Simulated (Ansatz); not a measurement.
## W under changes of volume

One of the cells (16.731 Å³/atom); the others are scaled copies at fixed shape and fractional positions:

```
W
1.0
     0.00000    2.03000    2.03000
     2.03000    0.00000    2.03000
     2.03000    2.03000    0.00000
W
1
Cartesian
  0.0000 0.0000 0.0000
```

This isn't the form of W at room conditions, which is bcc.

```yaml
Program: Ansatz 0.2.0
Functional: PBEsol
Potentials_or_basis: Ansatz PAW
Cutoff: "420 eV (not typed: the program's choice for these potentials)"
k_mesh: 11 × 11 × 11
Occupations: fermi-dirac, width 0.05 eV
Spin: no spin polarisation
```

```csv
volume (Å³/atom),energy over the lowest point (meV/atom),pressure (GPa)
15.727,4.31,5.5
16.062,0.00,-1.2
16.396,9.14,-7.3
16.731,30.33,-12.7
17.065,62.29,-17.6
17.400,103.85,-21.9
17.735,?,?
```

Q: What does the run at 17.735 Å³/atom give?

A: Energy over the lowest point 153.97 meV/atom; pressure -25.7 GPa.

Worked out: A Birch-Murnaghan fit of order 3 (a polynomial in V^(-2/3)) to the other rows has its minimum at 16.00 Å³/atom with B0 = V·E''(V) = 315 GPa and B' = 4.4. It gives 154.06 meV/atom at 17.735 Å³/atom, against the run's 153.97, and -dE/dV = -25.9 GPa, against -25.7.

Energies are extrapolated to zero smearing.

Caveats: the PAW data sets come from PBE, with cores solved anew for the run's functional, which leaves a small shift of forces and pressure.
